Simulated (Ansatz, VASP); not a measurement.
This is a calculation of SrCl2 for Ansatz 0.2.0.

Contents of input.yaml:

```yaml
crystal:
  lattice:
    - [0.0, 3.5342546063, 3.5342546063]
    - [3.5342546063, 0.0, 3.5342546063]
    - [3.5342546063, 3.5342546063, 0.0]
  atoms:
    - { symbol: Sr, position: [0.0, 0.0, 0.0] }
    - { symbol: Cl, position: [0.75, 0.75, 0.75] }
    - { symbol: Cl, position: [0.25, 0.25, 0.25] }
hamiltonian:
  xc: pbesol
  pseudopotentials: { kind: paw }
kpoints:
  mp_grid: { grid: [7, 7, 7] }
scf:
  occupations: { method: fermi_dirac, width: 0.05 }
output:
  forces: true
  stress: true
  eigenvalues: true
```

Potentials or basis: Ansatz PAW.

Run with:

```sh
$ ansatz run input.yaml --threads 2 --pin off --max-ram 5632MiB --backend cpu --events-out ev --progress --plain --runs-dir out
```

Problem. Set up the same calculation for VASP 6.6.1. Potentials there: VASP PAW PBE potentials, release 64 (Sr_sv, Cl).

Solution. As run (the cutoff follows the program's own potentials):

File INCAR:

```
SYSTEM = SrCl2
PREC = Accurate
ENCUT = 520
EDIFF = 1E-7
ISMEAR = -1
SIGMA = 0.05
LREAL = .FALSE.
LASPH = .TRUE.
NELM = 100
ALGO = Normal
ISIF = 2
LWAVE = .FALSE.
LCHARG = .FALSE.
GGA = PS
NBANDS = 19
```

File KPOINTS:

```
regular mesh
0
G
  7 7 7
  0 0 0
```

POSCAR

```
SrCl2
1.0
    0.0000000000      3.5342546063      3.5342546063
    3.5342546063      0.0000000000      3.5342546063
    3.5342546063      3.5342546063      0.0000000000
Sr Cl
1 2
Direct
    0.0000000000      0.0000000000      0.0000000000
    0.7500000000      0.7500000000      0.7500000000
    0.2500000000      0.2500000000      0.2500000000
```

Potentials or basis: VASP PAW PBE potentials, release 64 (Sr_sv, Cl).

The run is started by

```bash
$ cat potpaw_PBE.64/Sr_sv/POTCAR potpaw_PBE.64/Cl/POTCAR > POTCAR
$ mpirun -np 1 vasp_std > vasp.out
```

Both were run:

|  | VASP | Ansatz | Ansatz less VASP |
| --- | --- | --- | --- |
| gap on the k mesh at the Fermi level (eV) | 5.03 | 5.03 | +0.008 |
| least direct gap on the mesh (eV) | 5.32 | 5.33 | +0.005 |
| pressure (GPa) | -2.1 | -2.2 | -0.10 |

Caveats: the PAW data sets were made with another functional, which shifts forces and pressure a little (VASP); an odd mesh through Γ misses points on the zone boundary, where band edges often lie (VASP); odd divisions of the mesh miss points on the zone boundary, where band edges often lie, so the gap on the mesh can be too wide (Ansatz); the PAW data sets come from PBE, with cores solved anew for the run's functional, which leaves a small shift of forces and pressure (Ansatz).
